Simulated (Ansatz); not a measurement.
# Equation of state of BaTiO₃ from a dense series

```yaml
crystal:
  lattice:
    - [3.99980, 0.00000, 0.00000]
    - [0.00000, 3.99980, 0.00000]
    - [0.00000, 0.00000, 4.01800]
  atoms:
    - { symbol: Ba, position: [0.00000, 0.00000, 0.00000] }
    - { symbol: Ti, position: [0.50000, 0.50000, 0.50000] }
    - { symbol: O, position: [0.50000, 0.50000, 0.00000] }
    - { symbol: O, position: [0.50000, 0.00000, 0.50000] }
    - { symbol: O, position: [0.00000, 0.50000, 0.50000] }
```

Atom numbers follow the list: Ba1, Ti2, O3, O4, O5.

Conventional cell: a = 4.000 Å, b = 4.000 Å, c = 4.018 Å, α = 90.00°, β = 90.00°, γ = 90.00°. Ba (atom 1) is surrounded by 12 O at 2.83 Å. Ti (atom 2) has 6 O at 2.00 to 2.01 Å as nearest neighbours. O (atom 3) has 2 Ti at 2.01 Å as nearest neighbours. O (atom 4) is surrounded by 2 Ti at 2.00 Å.

The cell comes from COD entry 2100860, which wasn't checked; take it as a given geometry.

No spin–orbit coupling, which matters for the heavy atoms here.

These are results of DFT, PBEsol, all-electron LAPW, scalar-relativistic (Ansatz 0.2.0), not measurements.

Settings: a Γ-centred 7×7×7 k mesh, Fermi–Dirac smearing of 0.03 eV, basis error target 1 meV/atom, no spin polarisation.

The cell is scaled evenly. Fractional coordinates are held (clamped ions).

```tsv
V (Å³/atom)	P (GPa)
12.085	6.79
12.342	2.56
12.599	-1.21
12.728	-2.94
12.856	-4.58
12.985	-6.12
13.113	-7.58
13.628	-12.66
```

(1) Fit a third-order Birch–Murnaghan curve to the pressures.

(2) Predict the pressure at the withheld volume, 13.371 Å³/atom.

Answers

(1) P = (3B0/2)(y^(7/2) − y^(5/2))[1 + (3/4)(B0′ − 4)(y − 1)] with y = (V0/V)^(2/3) fits within 0.01 GPa for V0 = 12.513 Å³/atom, B0 = 180.0 GPa and B0′ = 4.54.

(2) There y = 0.9568, so the fit gives -10.26 GPa; the run gave -10.27 GPa.
